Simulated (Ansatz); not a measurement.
CdS (started from an entry of an open crystallographic database): an Ansatz output whose functional has been blanked. The cell was relaxed with r2SCAN and then strained (uniaxial -0.66 % along x, other directions held), with the atoms relaxed again with r2SCAN; k points keep the names of the unstrained zone.

```
Cd S
1.0
     0.00000    2.93921    2.93921
     2.91982    0.00000    2.93921
     2.91982    2.93921    0.00000
Cd S
1 1
Direct
  0.00000 0.00000 0.00000
  0.25000 0.25000 0.25000
```

```
scf.n_extra_bands = 4 over 13 filled bands (N_el = 26.0): the run solves 17 bands
Crystal: 2 atoms, lattice volume = 50.448 Å³
Basis set: ecut = 420 eV, 957 PW (Γ)
Symmetry: 8 space group operations
Space group: I-4m2 (ITA 119)
k-points: 30 of 216 (time reversal used)
hybrid outer 1: dexx = +7.911e-3 eV, tail = 2.34e-5 eV
hybrid outer 2: dexx = +2.050e-7 eV, tail = 2.91e-8 eV, Δε = 2.55e-3 eV
NSCF: frozen V_eff on 6 k-points
hybrid SCF converged: 2 outer / 10 inner (+2 warm-up)
Free energy (F): -9162.192177 eV
Fermi energy:    6.048005 eV
--- Per-component energies (eV) ---
  E_band       = -575.151977
  E_kinetic    = 612.395171
  E_local      = -4040.923927
  E_nonlocal   = 62.862424
  E_hartree    = 1857.151120
  E_xc         = -218.854586
  E_vxc        = -245.489368
  E_exx        = -99.645899
  E_paw        = -4644.462601
  E_vpaw       = -479.009193
  E_ewald      = -2690.018542
  E_core_change = -0.695354
--- Forces (eV/Å), atoms counted from 1 ---
  atom   1  Cd      0.00000      0.00000      0.00000
  atom   2  S       0.00000      0.00000      0.00000
--- Stress (GPa, compression-positive) ---
        0.722265       0.000000       0.000000
        0.000000       0.589170       0.000000
        0.000000       0.000000       0.589170
  P = ⅓ Tr σ = 0.6335 GPa (6.335 kbar)
--- Band table (eV; the first three rows and the last of 30) ---
  k-point 0: bands = […, -2.7952, -2.3354, -2.3332, 6.0281, 6.0281, 6.0480, 8.1576, 13.7379, 13.7379, 13.7404]
  k-point 1: bands = […, -2.6839, -2.3358, -2.3345, 4.5260, 5.8143, 5.8315, 9.3106, 13.3607, 14.0647, 14.0778]
  k-point 2: bands = […, -2.3213, -2.3197, -2.2932, 2.4790, 5.4232, 5.4477, 10.0741, 13.8814, 14.2590, 14.3062]
  k-point 29: bands = […, -2.4127, -2.2959, -1.7160, 1.9680, 3.8030, 3.8232, 11.7437, 12.3577, 15.4703, 15.5392]
```

The file bands.tsv (bands near the Fermi energy, numbered from 0, rounded):
```tsv
# k_distance	band_8	band_9	band_10	band_11	band_12	band_13	band_14	band_15	band_16
# fermi_ev = 6.048005
# [0, 0, 0] at k_distance = 0.000000
# [-0.5, -0.5, 0] at k_distance = 1.068855
# [-0.375, -0.375, 0.25] at k_distance = 1.448009
# [-0.375, 0, 0.375] at k_distance = 2.105449
# [0, 0, 0.5] at k_distance = 2.760713
# [-0.5, -0.25, 0.25] at k_distance = 3.516507
# levels_relative_to = fermi_ev
0.000	-8.383	-8.381	-0.020	-0.020	0.000	2.110	7.690	7.690	7.692
1.069	-8.304	-7.895	-4.161	-1.960	-1.947	4.475	5.464	10.390	12.122
1.448	-8.343	-7.775	-4.092	-2.651	-1.590	5.253	6.604	9.573	10.282
2.105	-8.343	-7.775	-4.092	-2.651	-1.590	5.253	6.604	9.573	10.282
2.761	-8.349	-7.978	-4.590	-0.807	-0.779	4.068	8.106	8.161	8.591
3.517	-8.372	-7.724	-4.049	-2.334	-2.318	6.421	6.698	8.434	9.094
```
In order the rows are Γ, X, U, K, L, W.

Problem. Which level of theory was used?
A. r2SCAN0
B. HSE06
C. DDH-PBE0

Solution. B. HSE06. The exchange loop and the term E_exx show exact exchange. The HSE06 gap is direct at Γ: 2.11 eV. Among hybrids the size of the gap and of E_exx follows the share and range of exact exchange. The stress of a hybrid is loosely converged here. Within one family of functionals the choice rests on the size of the gap and stress, not on a line of the log.

Command: `ansatz run input.yaml --threads 4 --pin off --max-ram 4608MiB --backend cpu --events-out ev --progress --plain --runs-dir out`. It took 30 s on 4 threads of Arm Neoverse V2, on a shared host, load about 0.3 per core; peak host memory 1.5 GiB.

The values are computed, spin-unpolarised, and not measurements.

Spin-orbit coupling is left out.

The meshes of the hybrids are coarse, so their gaps aren't converged to the digits shown.
